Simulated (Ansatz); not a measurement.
These are results of DFT PBE, scalar-relativistic, plane waves, PAW (Ansatz), not measurements. All cells share a 420 eV cutoff and Γ-centred k meshes spaced at most about 0.3 Å⁻¹ (about 0.25 or finer for metals, 2π included). Spin is collinear in cells that carry moments; the others ran without spin or lost their moments.

Temperature and zero-point effects are left out. Both are relaxed sheets, periodic along a and b.

Compare these two cells of Sc, each relaxed at this level.

A. (parallel moments up to 1.1 μB)

```
CELL_PARAMETERS angstrom
5.24823 0.00000 0.00000
-2.62412 4.54510 0.00000
0.00000 0.00000 23.80000
ATOMIC_POSITIONS crystal
Sc 0.33333 0.66667 0.29412
Sc 0.66667 0.33333 0.29412
```

B. (no moments)

```
CELL_PARAMETERS angstrom
2.92334 0.00000 0.00000
0.00000 2.92357 0.00000
0.00000 0.00000 23.80000
ATOMIC_POSITIONS crystal
Sc 0.00000 0.50000 0.29412
```

Task: Which is lower in energy, and by how much?

Result: B is lower, by 0.79 eV/atom. A has layer group p6/mmm (No. 80), 11.9 Å²/atom and no gap on its mesh; B has layer group p4/mmm (No. 61), 8.5 Å²/atom and no gap. Counting all near atoms (those within 1.25 times the shortest distance at each site), A has Sc 3 and B has Sc 4. Their magnetic states differ too. In A, Sc at height 0.00 Å has 3 Sc at 3.03 Å. In B, Sc at height 0.00 Å has 4 Sc at 2.92 Å. Both come from invented guesses. The lowest form computed isn't among them: it has layer group p4/mmm (No. 61), 8.6 Å²/atom and lies 79 meV/atom below the best shown.

The magnetic state reached may not be the lowest. Cells relaxed within their symmetry can be saddle points. Some types were kept out of the candidates beforehand, so the set may lack a known form.
